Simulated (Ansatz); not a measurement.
# KBr (Fm-3m), two-dimensional strain map

The calculation used DFT PBE, scalar-relativistic, plane waves, PAW (Ansatz). The runs took a 420 eV cutoff, a Γ-centred 6×6×6 mesh and Gaussian smearing (0.05 eV). No spin polarisation. Energies are free energies at this smearing, counted from the undisturbed cell; pressure is positive in compression.

Reference structure (as given, not relaxed at this level; it stands at 0.8 GPa):

```
K Br
1.0
     0.00000    3.29250    3.29250
     3.29250    0.00000    3.29250
     3.29250    3.29250    0.00000
K Br
1 1
Direct
  0.00000 0.00000 0.00000
  0.50000 0.50000 0.50000
```

The cell is strained by p along both x and y and by q along z, fractional coordinates fixed. Points are written (p, q).

Energy above the undisturbed cell in meV/atom (a dash: not computed):

```
 p \ q  -0.030  -0.015  0.000  0.015  0.030
-0.030    33.7    26.3   21.4   18.5   17.3
-0.015    19.2    12.4    8.0    5.6    4.9
 0.000    10.2     3.9    0.0   -1.9   -2.1
 0.015     5.7    -0.1   -3.4   -4.8   -4.5
 0.030     4.9    -0.3   -3.1   -3.9   -3.1
```

Pressure in GPa:

```csv
p \ q,-0.030,-0.015,0.000,0.015,0.030
-0.030,2.8,2.4,2.1,1.8,1.6
-0.015,2.1,1.7,1.4,1.2,0.9
0.000,1.5,1.1,0.8,0.6,0.4
0.015,0.9,0.6,0.4,0.1,-0.1
0.030,0.5,0.2,0.0,-0.2,-0.4
```

Gap on the k-mesh in eV:

```
 p \ q  -0.030  -0.015  0.000  0.015  0.030
-0.030    4.72    4.66   4.61   4.56   4.52
-0.015    4.62    4.58   4.53   4.49   4.44
 0.000    4.52    4.49   4.45   4.41   4.37
 0.015    4.43    4.40   4.37   4.34   4.30
 0.030    4.35    4.32   4.29   4.26   4.23
```